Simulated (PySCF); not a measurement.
**Atomic charges against the basis set**

1-propanamine, C₃H₉N.
Cartesian coordinates in Å at the PBE0-D3(BJ)/def2-SVP level; atoms count from 1:
```
atom  x, y, z in Å
C1     1.711    0.230    0.453
C2     0.438    0.249   -0.375
C3    -0.756   -0.359    0.343
N4    -1.930   -0.367   -0.507
H5     2.558    0.666   -0.098
H6     1.595    0.804    1.387
H7     1.992   -0.799    0.733
H8     0.581   -0.294   -1.324
H9     0.194    1.290   -0.656
H10   -0.893    0.171    1.313
H11   -0.515   -1.404    0.608
H12   -2.234    0.587   -0.694
H13   -2.708   -0.827   -0.040
```

PBE0 throughout (PySCF), one geometry, spherical d and f functions. One conformer (not necessarily the lowest) at the PBE0-D3(BJ)/def2-SVP geometry, without solvent, vibrations or thermal averaging. Atoms taken as equivalent share a column and are averaged. The first 7 of 8 kinds of atom are listed.

Mulliken charges (e):

```json
{"basis": "STO-3G", "functions": "29", "C1": "-0.232", "C2": "-0.139", "C3": "-0.065", "N4": "-0.414", "H5/H6/H7": "+0.076", "H8/H9": "+0.077", "H10/H11": "+0.066"}
{"basis": "6-31G", "functions": "54", "C1": "-0.497", "C2": "-0.301", "C3": "-0.186", "N4": "-0.716", "H5/H6/H7": "+0.162", "H8/H9": "+0.166", "H10/H11": "+0.150"}
{"basis": "pcSseg-0", "functions": "54", "C1": "-0.644", "C2": "-0.521", "C3": "-0.229", "N4": "-0.778", "H5/H6/H7": "+0.228", "H8/H9": "+0.239", "H10/H11": "+0.213"}
{"basis": "6-31G*", "functions": "74", "C1": "-0.529", "C2": "-0.315", "C3": "-0.180", "N4": "-0.763", "H5/H6/H7": "+0.172", "H8/H9": "+0.168", "H10/H11": "+0.150"}
{"basis": "def2-SVP", "functions": "101", "C1": "-0.083", "C2": "-0.118", "C3": "+0.032", "N4": "-0.268", "H5/H6/H7": "+0.040", "H8/H9": "+0.037", "H10/H11": "+0.018"}
{"basis": "cc-pVDZ", "functions": "101", "C1": "-0.087", "C2": "-0.107", "C3": "-0.004", "N4": "-0.212", "H5/H6/H7": "+0.041", "H8/H9": "+0.035", "H10/H11": "+0.025"}
{"basis": "6-311+G(2d,p)", "functions": "162", "C1": "-0.548", "C2": "-0.069", "C3": "-0.247", "N4": "-0.488", "H5/H6/H7": "+0.142", "H8/H9": "+0.126", "H10/H11": "+0.115"}
{"basis": "aug-cc-pVDZ", "functions": "173", "C1": "+0.389", "C2": "+0.524", "C3": "+0.758", "N4": "-0.214", "H5/H6/H7": "-0.126", "H8/H9": "-0.215", "H10/H11": "-0.293"}
{"basis": "def2-TZVP", "functions": "178", "C1": "-0.371", "C2": "-0.173", "C3": "-0.111", "N4": "-0.504", "H5/H6/H7": "+0.118", "H8/H9": "+0.098", "H10/H11": "+0.088"}
{"basis": "IGLO-III", "functions": "230", "C1": "-0.367", "C2": "-0.192", "C3": "-0.130", "N4": "-0.545", "H5/H6/H7": "+0.114", "H8/H9": "+0.115", "H10/H11": "+0.104"}
{"basis": "cc-pVTZ", "functions": "246", "C1": "-0.305", "C2": "-0.158", "C3": "-0.067", "N4": "-0.313", "H5/H6/H7": "+0.095", "H8/H9": "+0.087", "H10/H11": "+0.066"}
```

IAO charges (e):

```
        basis  functions      C1      C2      C3      N4  H5/H6/H7   H8/H9  H10/H11
       STO-3G         29  -0.392  -0.258  -0.182  -0.442    +0.131  +0.132   +0.117
        6-31G         54  -0.431  -0.255  -0.160  -0.571    +0.141  +0.137   +0.119
     pcSseg-0         54  -0.424  -0.265  -0.159  -0.544    +0.140  +0.139   +0.118
       6-31G*         74  -0.410  -0.245  -0.134  -0.569    +0.135  +0.129   +0.110
     def2-SVP        101  -0.399  -0.239  -0.128  -0.558    +0.131  +0.125   +0.107
      cc-pVDZ        101  -0.409  -0.243  -0.131  -0.566    +0.134  +0.128   +0.109
6-311+G(2d,p)        162  -0.423  -0.252  -0.139  -0.602    +0.139  +0.133   +0.116
  aug-cc-pVDZ        173  -0.420  -0.250  -0.138  -0.601    +0.138  +0.132   +0.116
    def2-TZVP        178  -0.423  -0.252  -0.138  -0.596    +0.139  +0.133   +0.115
     IGLO-III        230  -0.424  -0.253  -0.139  -0.602    +0.139  +0.133   +0.117
      cc-pVTZ        246  -0.424  -0.253  -0.138  -0.593    +0.139  +0.132   +0.115
```

Hirshfeld charges (e):

```tsv
basis	functions	C1	C2	C3	N4	H5/H6/H7	H8/H9	H10/H11
STO-3G	29	-0.041	-0.011	+0.040	-0.231	+0.013	+0.012	+0.004
6-31G	54	-0.100	-0.053	-0.013	-0.247	+0.033	+0.030	+0.022
pcSseg-0	54	-0.101	-0.052	-0.013	-0.241	+0.033	+0.028	+0.021
6-31G*	74	-0.100	-0.056	-0.018	-0.241	+0.033	+0.030	+0.023
def2-SVP	101	-0.112	-0.066	-0.025	-0.236	+0.037	+0.032	+0.025
cc-pVDZ	101	-0.109	-0.065	-0.024	-0.231	+0.036	+0.032	+0.024
6-311+G(2d,p)	162	-0.115	-0.076	-0.034	-0.239	+0.039	+0.037	+0.031
aug-cc-pVDZ	173	-0.122	-0.079	-0.037	-0.238	+0.041	+0.038	+0.033
def2-TZVP	178	-0.118	-0.075	-0.034	-0.240	+0.039	+0.037	+0.030
IGLO-III	230	-0.122	-0.078	-0.037	-0.240	+0.041	+0.038	+0.032
cc-pVTZ	246	-0.119	-0.074	-0.033	-0.239	+0.039	+0.036	+0.030
```

Some averages cover members that differ in this geometry, most widely: H8/H9, Mulliken in aug-cc-pVDZ -0.244 to -0.186; H10/H11, Mulliken in aug-cc-pVDZ -0.320 to -0.265; H10/H11, IAO in pcSseg-0 +0.097 to +0.138; H10/H11, IAO in 6-31G +0.098 to +0.139 e.

Q: Which scheme is steadiest as the basis changes?

A: Largest range over the bases for any column: Hirshfeld 0.08 e, IAO 0.16 e, Mulliken 1.05 e. Hirshfeld charges move least and Mulliken charges most, counted in e. Without the minimal STO-3G basis the ranges are Hirshfeld 0.03, IAO 0.06, Mulliken 1.05 e.

Q: How much do the charges still move between the two largest bases, IGLO-III and cc-pVTZ?

A: At most, over all atoms: Mulliken 0.232 e, IAO 0.009 e, Hirshfeld 0.004 e.

Q: What do the same runs give for the total energy, the frontier levels and the dipole moment?

A: 
```
        basis  energy (Eh)  HOMO (eV)  LUMO (eV)  μ (D)
       STO-3G    -172.1428      -3.79      10.07   1.38
        6-31G    -174.2165      -6.25       2.62   1.60
     pcSseg-0    -173.8585      -6.24       2.18   1.64
       6-31G*    -174.2629      -6.47       2.73   1.33
     def2-SVP    -174.1453      -6.54       1.88   1.25
      cc-pVDZ    -174.2777      -6.51       2.00   1.17
6-311+G(2d,p)    -174.3254      -6.87       0.33   1.26
  aug-cc-pVDZ    -174.2943      -6.86      -0.06   1.20
    def2-TZVP    -174.3364      -6.81       1.16   1.24
     IGLO-III    -174.3446      -6.86       0.78   1.20
      cc-pVTZ    -174.3341      -6.76       1.27   1.17
```

The dipole is fixed by the density alone, so its range of 0.47 D shows that the density itself changes with the basis, not only its division among atoms.
